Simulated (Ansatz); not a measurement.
# CaSe: tetragonal deformation path

The calculation used DFT LDA, scalar-relativistic, plane waves, PAW (Ansatz). The runs took a 420 eV cutoff, a Γ-centred 8×8×8 mesh and Gaussian smearing (0.05 eV). No spin polarisation. Energies are free energies at this smearing, counted from the undisturbed cell; pressure is positive in compression.

Zero of the scan (as given, not relaxed at this level; it stands at -2.7 GPa; this zinc-blende form isn't the usual structure):

```
CELL_PARAMETERS angstrom
0.00000 3.30000 3.30000
3.30000 0.00000 3.30000
3.30000 3.30000 0.00000
ATOMIC_POSITIONS crystal
Ca 0.00000 0.00000 0.00000
Se 0.75000 0.75000 0.75000
```

At fixed volume and fractional coordinates, lengths along (0.000, 0.000, 1.000) are scaled against those across it; ρ is that ratio over its starting value.

```csv
ρ,ΔE (meV/atom),pressure (GPa),gap on the mesh (eV)
0.650,72.4,-5.7,1.98
0.707,42.8,-4.8,2.25
0.780,22.2,-3.8,2.50
0.850,10.8,-3.2,2.65
0.920,3.4,-2.8,2.77
0.960,0.9,-2.7,2.83
1.000,0.0,-2.7,2.88
1.050,1.7,-2.7,2.80
1.100,7.4,-2.9,2.69
1.200,34.1,-3.3,2.39
1.300,85.9,-3.9,1.98
1.414,180.2,-4.6,1.40
1.500,277.2,-5.1,0.90
```